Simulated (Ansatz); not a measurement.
## Squeezing Te (omega type)

```yaml
crystal:
  lattice:
    - [5.54131, 0.00000, 0.00000]
    - [-2.77065, 4.79891, 0.00000]
    - [0.00000, 0.00000, 3.27492]
  atoms:
    - { symbol: Te, position: [0.00000, 0.00000, 0.00000] }
    - { symbol: Te, position: [0.33333, 0.66667, 0.50000] }
    - { symbol: Te, position: [0.66667, 0.33333, 0.50000] }
```

The cell comes from a relaxation on PAW files under the same functional, begun from a prototype that needn't be the stable phase.

Its volume is scaled, and at each volume shape and atoms are relaxed on PAW files; all methods then take that cell.

All numbers are PBE results (scalar-relativistic) from Ansatz 0.2.0, with a Γ-centred 7×7×9 k mesh, Fermi–Dirac smearing of 0.1 eV, no spin polarisation. Methods: LAPW: all electrons, basis error target 1 meV/atom; PAW: frozen-core files, cutoff 420 eV; crystal datasets: all electrons, by PAW datasets that the program makes for each cell; norm-conserving: pseudopotentials, cutoff 1120 eV; PAW (core large): files with a larger core, cutoff 420 eV.

Energies are extrapolated to zero smearing and count from the unscaled cell; pressure is positive in compression; gaps take the mesh and a band path. No temperature or zero-point motion is included.

Spin–orbit coupling is left out, which matters for the heavy atoms.

```csv
V/V0,V (Å³/atom),P LAPW (GPa),ΔE LAPW (eV/atom),P PAW − LAPW (GPa),ΔE PAW − LAPW (meV/atom),space group,shortest distance (Å)
1.00,29.03,0.03,0.000,-0.01,0.0,P6/mmm,3.199
0.68,19.74,50.8,1.017,-0.02,-0.8,P6/mmm,2.797
0.58,16.84,103.2,?,0.00,-1.0,P6/mmm,2.657
0.50,14.51,183.4,?,0.08,-0.4,P6/mmm,2.529
0.43,12.48,312.2,7.437,0.25,1.6,P6/mmm,2.402
```

Task: Give the missing entry: row "0.50", column "ΔE LAPW (eV/atom)".

Result: 4.376.

Task: Fill in "ΔE LAPW (eV/atom)" for the row "0.58".

Result: 2.358.

Task: Fit the Vinet equation to the LAPW pressures over the whole range, with residuals weighted by 1/(|P| + 0.03·Pmax).

Result: V0 = 29.05 Å³/atom, B0 = 49.5 GPa and B0′ = 5.30, and the fit misses no point by more than 1.2 GPa. A fit over so wide a range pins B0 less well than one near rest.

Task: At the smallest volume, how far do crystal datasets and norm-conserving and PAW (core large) lie from LAPW in pressure?

Result: crystal datasets: 0.00 GPa; norm-conserving: +0.32 GPa; PAW (core large): +2.39 GPa, on a LAPW pressure of 312.2 GPa.
